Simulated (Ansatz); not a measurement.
The system is Ta.

```
Ta
1.0
    -1.65128    1.65128    1.65128
     1.65128   -1.65128    1.65128
     1.65128    1.65128   -1.65128
Ta
1
Cartesian
  0.0000 0.0000 0.0000
```

| Item | Value |
| --- | --- |
| Program | Ansatz 0.2.0 |
| Task | relaxation of cell and atoms |
| Functional | BLYP |
| Potentials or basis | Ansatz PAW |
| Cutoff | 420 eV (not typed: the program's choice for these potentials) |
| k mesh | 11 × 11 × 11 |
| Occupations | fermi-dirac, width 0.05 eV |
| Spin | no spin polarisation |

At the start: volume 18.01 Å³/atom.

Q: Where does the relaxation end?

A: It ends after 4 steps and the volume is 18.82 Å³/atom (+4.5 %); space group Im-3m (No. 229, to 0.05 Å).

Step by step:
| step | energy change (eV) | largest force (eV/Å) | volume (Å³) |
| --- | --- | --- | --- |
| 1 | 0.0000 | 0.0000 | 18.01 |
| 2 | -0.0206 | 0.0000 | 18.95 |
| 3 | -0.0212 | 0.0000 | 18.82 |
| 4 | -0.0214 | 0.0000 | 18.82 |

Final structure:
```cif
data_structure
_symmetry_space_group_name_H-M 'P 1'
_symmetry_Int_Tables_number 1
_cell_length_a 2.9023
_cell_length_b 2.9023
_cell_length_c 2.9023
_cell_angle_alpha 109.471
_cell_angle_beta 109.471
_cell_angle_gamma 109.471
_cell_volume 18.82
loop_
_atom_site_label
_atom_site_type_symbol
_atom_site_fract_x
_atom_site_fract_y
_atom_site_fract_z
_atom_site_occupancy
Ta1 Ta 0.00000 0.00000 0.00000 1
```

Caveat: the plane-wave basis is chosen anew once the cell has moved, so the energies of steps on either side of that aren't comparable; the PAW data sets come from PBE, with cores solved anew for the run's functional, which leaves a small shift of forces and pressure.
